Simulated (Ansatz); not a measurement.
Crystal: Rh.

```
Rh
1.0
     0.00000    1.89785    1.89785
     1.89785    0.00000    1.89785
     1.89785    1.89785    0.00000
Rh
1
Direct
  0.00000 0.00000 0.00000
```

Base run:

| Quantity | Value |
| --- | --- |
| Program | Ansatz 0.2.0 |
| Functional | LDA |
| Potentials or basis | all-electron LAPW, relativistic spinors |
| Cutoff | 278 eV (chosen from the basis error) |
| Basis error allowed | 0.001 eV/atom |
| k mesh | 9 × 9 × 9 |
| Occupations | fermi-dirac, width 0.05 eV |
| Spin | spin-orbit coupling, no magnetisation |

Its results: pressure -9.4 GPa.

The run is repeated on the same cell with these changes: functional from LDA to PBEsol. What comes out?

Pressure -3.3 GPa.

PBEsol binds less tightly than LDA, so the same cell stands under more pressure.

Caveats: the k mesh is thin for a metal, which can move the energy by tens of meV per atom.
